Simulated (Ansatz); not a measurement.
## Trial structures of Ge: starts and ends

Level of theory: Ansatz, DFT PBE, scalar-relativistic, plane waves, PAW. Settings: cutoff 420 eV, Γ-centred meshes spaced at most about 0.3 Å⁻¹, and about 0.25 Å⁻¹ or finer for metals (2π included), Gaussian smearing. No spin polarisation in the final relaxations.

Each guess was relaxed in cell and atoms at zero pressure, within the symmetry of its start. These are static total energies at zero pressure. Coordination counts all near atoms (those within 1.25 times the shortest such distance or 1.15 times the sum of covalent radii; a plus sign parts nearer from farther groups; the shortest distance is added where it is long for a bond; a slash parts the counts of unlike sites).

| guess | made from | start group | V start (Å³/atom) | end group | V end (Å³/atom) | coordination at the end | gap on mesh (eV) | E over the lowest end (meV/atom) |
| --- | --- | --- | --- | --- | --- | --- | --- | --- |
| 1 | random cell | I4/mmm | 35.1 | ? | ? | ? | ? | ? |
| 2 | random cell | P-3m1 | 13.9 | Fm-3m (fcc) | 19.6 | Ge 12 from 3.0 Å | 0 | 83 |
| 3 | random cell | Pmmm | 22.7 | Pm-3m (simple cubic) | 19.9 | Ge 6 | 0 | 0 |
| 4 | random cell | F-43m | 14.5 | F-43m | 23.9 | Ge 6/5+2/12+4 from 3.3 Å | 0 | 208 |

Guess 1 as it starts:

```cif
data_structure
_symmetry_space_group_name_H-M 'I4/mmm'
_symmetry_Int_Tables_number 139
_cell_length_a 5.5439
_cell_length_b 5.5439
_cell_length_c 6.8612
_cell_angle_alpha 90.000
_cell_angle_beta 90.000
_cell_angle_gamma 90.000
_cell_volume 210.88
loop_
_atom_site_label
_atom_site_type_symbol
_atom_site_symmetry_multiplicity
_atom_site_Wyckoff_symbol
_atom_site_fract_x
_atom_site_fract_y
_atom_site_fract_z
_atom_site_occupancy
Ge1 Ge 4 e 0.00000 0.00000 0.17396 1
Ge2 Ge 2 b 0.00000 0.00000 0.50000 1
```

Q: Predict the end of this guess and its energy over the lowest end.

A: It ends in space group I4/mmm (No. 139), with a = 3.589 Å, c = 3.009 Å, 19.4 Å³/atom and no gap. It lies 76 meV/atom over the lowest end, above guess 3 and within the noise of guess 2. Counting all near atoms, this end has Ge 10+4 from 3.0 Å and the lowest (guess 3) has Ge 6.

```xyz
1
Lattice="-1.7943 1.7943 1.5045 1.7943 -1.7943 1.5045 1.7943 1.7943 -1.5045" Properties=species:S:1:pos:R:3 pbc="T T T"
Ge    0.0000    0.0000    1.5045
```

The k mesh leaves some 4 meV/atom of noise in the energy of each metallic cell. Cells relaxed within their symmetry can be saddle points. The part of the Crystallography Open Database at hand lists Ge in space groups No. 64, 96, 227; no cell shown has one of them. Some candidate types were left out of the draw beforehand, so a known form may be missing.

Simple cubic is the lowest of these ends, but it isn't the ground state of germanium. That is the semiconducting diamond structure, whose sp³ bonds hold all four valence electrons in two-centre pairs. It is absent from the ends, so the listed energies understate how far each form lies above the true ground state.

Among the three compact ends, sixfold coordination is clearly favoured over the 10+4 and twelvefold arrangements, although their volumes are nearly the same. The probable reason is that simple cubic keeps fewer, shorter contacts along orthogonal p-orbital directions and so retains some directional bonding, while the denser coordination shells spread the same electrons over many longer, weaker contacts.

The F-43m end shows that coordination alone doesn't set the energy. It is the most open and the highest in energy, with unlike sites, some of them having neighbours only from 3.3 Å. This suggests that it gives up packing efficiency without gaining a saturated tetrahedral network. The zero-pressure energies alone don't establish which of these metallic forms would appear under compression.
